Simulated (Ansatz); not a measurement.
Ansatz input

```yaml
crystal:
  lattice:
    - [14.0, 0.0, 0.0]
    - [0.0, 14.4, 0.0]
    - [0.0, 0.0, 14.8]
  atoms:
    - { symbol: Hg, position: [0.5, 0.5, 0.5], spin: 0.01 }
  symmetry: { detect: false, time_reversal: true }
hamiltonian:
  xc: lda
  pseudopotentials:
    kind: paw
    azcp:
      Hg: "pseudopotentials/Hg.paw.azcp"
basis:
  ecutwfc: 420
  fft_grid_basis: typed
kpoints:
  mp_grid: { grid: [1, 1, 1], shift: [0, 0, 0] }
magnetization:
  spin_polarized: true
scf:
  occupations: { method: fermi_dirac, width: 0.01 }
```

Output

```
Warning: the record states the generating functional pbe (its physics header spells it `PBE`), which answers neither for hamiltonian.xc's functional nor for the lda family's — results may be inconsistent (PPs are generated against a specific XC)
Engine: ansatz 0.2.0, aarch64-unknown-linux-gnu
Pseudopotentials: kind: paw
Pseudopotential: Hg, paw, valence charge 20, recommended cutoff 420 eV (normal) 
Functional definition: SPW92
  exchange = slater_x
  correlation = pw_c
Crystal: 1 atoms, lattice volume = 2983.680 Å³
Basis set: ecut = 420 eV, 58327 PW (Γ)
Bands: 15, of which v1, the nominal top of the filled ones, is band 10 counted from 1 (9 counted from 0)
Symmetry: 1 space group operations
k-points: 1
Non-local potential: Hg, projectors of the file, l = 0: 3, l = 1: 2, l = 2: 2, l = 3: 1
PAW form: soft (Blöchl's): semilocal exchange-correlation on the pseudo side does not see the compensation charge
PAW frozen core: Hg, regenerated for the run's functional, and the local potential with it (the file was generated under x = pbe(κ = 0.804, μ = 0.2195149727645171), c = pbe(β = 0.06672455060314922))
PAW one-centre angular grid: Hg, 590 points (default); XC on 64 Gauss nodes
Initial density: superposition of atomic densities (neutral atoms: chi_scale 0, normalization atom)
Starting moments: Σ|m| = 0.01 μB on 1 of 1 site
Initial wavefunctions: pseudopotential atomic-orbital guess
Functional: x = slater, c = lda
iter 1 solved again at ethr=4.44e-6 eV; its pass at ethr=3.10e-3 eV (dr2=8.88e-4 eV) is discarded
SCF iter   1: F=—  HF=-13521.453207 eV  |F-HF|=—  |Δ(HF+E_count)|=         —  Δρ=1.78e-4 (↑1.78e-4 ↓1.72e-4)  dr2=9.48e-4  dr2_m=5.91e-5  M=0.000 μB ∫|m|=0.001 μB  β_m=0.30  ethr=4.44e-6  ⟨swp⟩=5.0  Hψ=286  notcnv=0
spin=Collinear: Resta preconditioning applied to the charge; magnetization (m = ρ↑ − ρ↓) channel mixes plain (no charge-response kernel on spin).
SCF iter   2: F=—  HF=-13521.453071 eV  |F-HF|=—  |Δ(HF+E_count)|=   1.36e-4  Δρ=1.21e-4 (↑1.21e-4 ↓1.21e-4)  dr2=4.31e-4  dr2_m=2.96e-5  M=0.000 μB ∫|m|=0.000 μB  β_m=0.30  ethr=4.44e-6  ⟨swp⟩=1.0  Hψ=30  notcnv=0
SCF iter   3: F=—  HF=-13521.452982 eV  |F-HF|=—  |Δ(HF+E_count)|=   8.95e-5  Δρ=3.92e-5 (↑1.30e-5 ↓3.92e-5)  dr2=3.78e-5  dr2_m=1.50e-5  M=0.000 μB ∫|m|=0.000 μB  β_m=0.30  ethr=2.16e-6  ⟨swp⟩=5.5  Hψ=61  notcnv=0
SCF iter   4: F=—  HF=-13521.452951 eV  |F-HF|=—  |Δ(HF+E_count)|=   3.01e-5  Δρ=3.87e-5 (↑3.87e-5 ↓1.17e-5)  dr2=6.52e-5  dr2_m=7.69e-6  M=0.000 μB ∫|m|=0.000 μB  β_m=0.30  ethr=1.89e-7  ⟨swp⟩=2.0  Hψ=48  notcnv=0
SCF iter   5: F=—  HF=-13521.452929 eV  |F-HF|=—  |Δ(HF+E_count)|=   2.24e-5  Δρ=1.23e-5 (↑1.23e-5 ↓1.16e-5)  dr2=1.52e-7  dr2_m=3.88e-6  M=0.000 μB ∫|m|=0.000 μB  β_m=0.30  ethr=1.89e-7  ⟨swp⟩=3.0  Hψ=48  notcnv=0
SCF iter   6: F=—  HF=-13521.452929 eV  |F-HF|=—  |Δ(HF+E_count)|=   4.65e-7  Δρ=8.50e-6 (↑8.44e-6 ↓8.50e-6)  dr2=4.31e-9  dr2_m=1.96e-6  M=0.000 μB ∫|m|=0.000 μB  β_m=0.30  ethr=5.00e-10  ⟨swp⟩=3.0  Hψ=60  notcnv=0
Mixer restart at iter 6: flushing history
spin-set hold released at iteration 6 (site moments contracting): the magnetisation degrees of freedom join the quasi-Newton model from the next iteration; the mixer history was flushed
SCF iter   7: F=—  HF=-13521.452930 eV  |F-HF|=—  |Δ(HF+E_count)|=   2.08e-7  Δρ=6.07e-6 (↑6.07e-6 ↓6.02e-6)  dr2=1.70e-9  dr2_m=9.98e-7  M=0.000 μB ∫|m|=0.000 μB  β_m=0.65  ethr=2.15e-11  ⟨swp⟩=3.0  Hψ=65  notcnv=0
SCF iter   8: F=—  HF=-13521.452930 eV  |F-HF|=—  |Δ(HF+E_count)|=   2.18e-7  Δρ=1.60e-7 (↑1.60e-7 ↓1.41e-7)  dr2=2.55e-9  dr2_m=4.36e-11  M=0.000 μB ∫|m|=0.000 μB  β_m=0.52  ethr=8.49e-12  ⟨swp⟩=3.0  Hψ=70  notcnv=0
iter 9 did not close the SCF: its close was put off for the exchange–correlation potential of the local minority spin (scf_convergence_deferred on its scf_iter line)
SCF iter   9: F=-13521.452930 eV  HF=-13521.452930 eV  |F-HF|=2.73e-11  |Δ(HF+E_count)|=  7.80e-10  Δρ=3.75e-8 (↑3.75e-8 ↓2.56e-8)  dr2=6.47e-11  dr2_m=1.44e-11  M=0.000 μB ∫|m|=0.000 μB  β_m=0.48  ethr=8.49e-12  ⟨swp⟩=3.0  Hψ=70  notcnv=0
SCF iter  10: F=-13521.452930 eV  HF=-13521.452930 eV  |F-HF|=1.46e-11  |Δ(HF+E_count)|=  2.46e-10  Δρ=1.71e-8 (↑1.71e-8 ↓1.17e-8)  dr2=3.48e-12  dr2_m=5.03e-12  M=0.000 μB ∫|m|=0.000 μB  ethr=1.00e-12  ⟨swp⟩=1.0  Hψ=74  notcnv=0
SCF 1 converged in 10 iterations: F = -13521.452930 eV  dr2 = 3.48e-12
iteration 10: the least curvature of the free energy that was read at this close is 0.843 (0.843 in the run's own bands): not negative
WARN: the starting moments were not kept: the SCF closed with an absolute magnetisation of 7.6e-7 μB, where they sum to 0.01 μB in size (1 site). That is at most 0.1 of that sum. Measured as dr2_m measures the in/out step, that magnetisation stands 1.7e-13 eV from none, at or under the dr2_threshold of 1.0e-7 eV: it is no larger than a step whose dr2_m would equal this threshold. The system may hold no moment; this SCF shows only that its start led to no more than that. To try another start: raise the starting moments (crystal.atoms[].spin, magnetization.per_species, magnetization.initial_magnetization, or on a non-collinear deck that types none of these the spinor_matrix: blocks that start its atoms; where the total moment is fixed, keep their sum and leave initial_magnetization as it is; typed ones take the place of any that the run laid by itself, positive ones on a crystal's lanthanoids without a Hubbard term where scf.initial_density.shell_occupations: [] is typed) or, if the notice of its spin-set hold's release reads "site moments contracting" or "site moments show no strong build", lengthen the hold (scf.mixing.spin_hold: { on: { confirm: 4 } }; for m-r²SCAN on two components see the key's manual first). Each may lead to a state that holds a moment. A second SCF, from the converged charge density, with the starting moments and any scf.initial_density.shell_occupations laid on it anew, would have followed, and was not run: the deck does not ask for one (magnetization.retry_lost_moments is false, the default). To let it run, set magnetization.retry_lost_moments: true and run the deck again, where that key's refused combinations let it; where memory then withholds it, that run's warning says so.
SCF converged after 10 iterations
Magnetization: 0.0000 μB (10.0000 up, 10.0000 down)
Absolute magnetization: 0.0000 μB (∫|ρ↑−ρ↓|, with the PAW one-centre terms)
Spin contamination: 0.0000 ħ² per cell (⟨S²⟩ above its minimum at these occupations)
Per-site moments (μB) at R_I (Å): [(6.458970241698301e-12, 5.775)]
Free energy (F): -13521.452930 eV
Harris-Foulkes:  -13521.452930 eV  (|F-HF|=1.46e-11)
Internal energy: -13521.452930 eV  (E = F + TS)
E sigma→0 (E₀):  -13521.452930 eV
Fermi energy:    -4.007485 eV
--- Per-component energies (eV) ---
  E_band       = -748.976343
  E_kinetic    = 605.957701
  E_local      = -6811.555690  (includes V_loc(G=0)·N_el)
  E_nonlocal   = 81.669997
  E_hartree    = 3043.870344
  E_xc         = -216.983276
  E_vxc        = -259.383907  (∫ρ·V_xc dr)
  E_paw        = -9657.842626  (= ΣΔE_a)
  E_vpaw       = -453.406136  (= ΣTr[D̂ρ^β])
  E_aug_tail   = 0.000845  (compensation charges beyond the density's cutoff)
  E_ewald      = -567.146318
  E_core_change = 0.576093  (= ΣΔE_core)
  E_smearing   = -0.000000  (= −TS)
  E_closure    = -0.000000  (closes the sum)
  Σ components = -13521.452930   (vs F -13521.452930, Δ=0.00e0)
--- Band table (eV) ---
  k-point 0 ↑: bands = ["-118.2433", "-66.5470", "-66.5470", "-66.5470", "-9.9268", "-9.9268", "-9.9268", "-9.9268", "-9.9268", "-6.9700", "-1.0347", "-1.0340", "-1.0332", "0.0299", "0.7349"]
  k-point 0 ↓: bands = ["-118.2433", "-66.5470", "-66.5470", "-66.5470", "-9.9268", "-9.9268", "-9.9268", "-9.9268", "-9.9268", "-6.9700", "-1.0347", "-1.0341", "-1.0332", "0.0299", "0.7349"]
```
